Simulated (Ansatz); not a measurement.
Write a Python script for Ansatz 0.2.0 through its Python package that makes a frozen displacement of one atom of HfO2, space group P4_2/nmc. Settings (first run): PBE, PAW, the default cutoff (420 eV here), 6×6×4 k-points, fixed occupations.

```
CELL_PARAMETERS angstrom
3.55802 0.00000 0.00000
0.00000 3.55802 0.00000
0.00000 0.00000 5.17186
ATOMIC_POSITIONS crystal
Hf 0.50000 0.50000 0.50000
Hf 0.00000 0.00000 0.00000
O 0.00000 0.50000 0.69721
O 0.50000 0.00000 0.80279
O 0.50000 0.00000 0.30279
O 0.00000 0.50000 0.19721
```

`hfo2_push.py`
```python
'''Frozen displacement of one atom in HfO2.'''

import argparse
import warnings

import ansatz as az
import numpy as np
from pymatgen.core import Lattice, Structure
from pymatgen.io.ase import AseAtomsAdaptor

parser = argparse.ArgumentParser(description='Frozen displacement of one atom in HfO2.')
parser.add_argument('--functional', required=True, help='exchange-correlation functional')
parser.add_argument('--mesh', type=int, nargs=3, required=True, help='k-point sampling')
parser.add_argument('--filling', required=True, help='how the bands are filled')
args = parser.parse_args()

warnings.simplefilter('ignore', az.DeckWarning)

pmg_structure = Structure(
    Lattice([(3.55801933, 0.0, 0.0), (0.0, 3.55801933, 0.0), (0.0, 0.0, 5.17186121)]),
    ['Hf', 'Hf', 'O', 'O', 'O', 'O'],
    [
        (0.5, 0.5, 0.5),
        (0.0, 0.0, 0.0),
        (0.0, 0.5, 0.69720788),
        (0.5, 0.0, 0.80279212),
        (0.5, 0.0, 0.30279212),
        (0.0, 0.5, 0.19720788),
    ],
)
crystal = az.Crystal.from_ase(AseAtomsAdaptor.get_atoms(pmg_structure))

inverse = np.linalg.inv(np.array(crystal.lattice.vectors))
home = np.array(crystal.sites[0].position)
values = np.linspace(-0.2, 0.2, 5)
energies, pulls = [], []
for shift in values:
    moved = crystal.move(0, to=home + shift * inverse[2])
    setup = (
        moved.calculation()
        .functional(args.functional)
        .kpoints(*args.mesh, center='gamma')
        .occupations(args.filling)
        .forces()
    )
    report = setup.run().report
    energies.append(report['free_energy_ev'])
    pulls.append(report['forces_ev_ang'][0][2])

# the force is minus the slope of the free energy
print('shift (A)   dE (eV)   force along z (eV/A)')
for shift, e, f in zip(values, energies, pulls):
    print(f'{shift:8.3f} {e - energies[2]:10.5f} {f:12.4f}')
print(f'stiffness from energies {2 * np.polyfit(values, energies, 2)[0]:.3f}, from forces {-np.polyfit(values, pulls, 1)[0]:.3f} eV/A^2')
```

```console
$ python hfo2_push.py --functional PBE --mesh 6 6 4 --filling fixed
shift (A)   dE (eV)   force along z (eV/A)
  -0.200    0.50976       5.0215
  -0.100    0.12888       2.5680
   0.000    0.00000       0.0000
   0.100    0.12888      -2.5680
   0.200    0.50976      -5.0215
stiffness from energies 25.447, from forces 25.222 eV/A^2
```

The curvature of the energy gives 25.447 eV/Å² and the slope of the force 25.222 eV/Å², a positive curvature.

What to keep in mind:
- No spin polarisation was allowed.
- This is a high-temperature or high-pressure form, not the ambient phase.
- Spin-orbit coupling, which matters for elements this heavy, is left out.
- The structure comes from a database of computed cells and needn't be a stable or known phase.
- All periodic images of the atom move with it, so the curvature is one diagonal element of the zone-centre force constants and no normal mode; a positive value doesn't exclude soft modes in which several atoms move.
- Wall time of the script: 52 s on 1 thread of Arm Neoverse V1 (shared host), peak memory 0.49 GiB.
